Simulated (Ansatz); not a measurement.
C, 4 atoms in the cell. Symmetry: R-3m, No. 166, trigonal system. The conventional cell has a = 2.466 Å, b = 2.466 Å, c = 24.848 Å, α = 90.00°, β = 90.00°, γ = 120.00°. Around C (site symmetry 3m) lie 3 C at 1.42 Å. C (site symmetry 3m) has 3 C at 1.42 Å as nearest neighbours. This isn't the form of C at room conditions, which is graphite.

```yaml
Program: Ansatz 0.2.0
Task: single point
Functional: PBE0
Potentials_or_basis: Ansatz PAW
Cutoff: "420 eV (not typed: the program's choice for these potentials)"
k_mesh: 8 × 8 × 8
Occupations: fermi-dirac, width 0.05 eV
Spin: no spin polarisation
```

Hardware: 1 × NVIDIA H100 80GB HBM3 with 2 threads of AMD EPYC 7R13 Processor (Zen 3), on a shared host.

How long does it take, and how much memory?

Run time: 47 s on 1 × NVIDIA H100 80GB HBM3 with 2 threads of AMD EPYC 7R13 Processor (Zen 3), on a shared host, peak memory 3 GiB. Counts: scf iterations 14, plane waves 819, k points 65, bands 12.
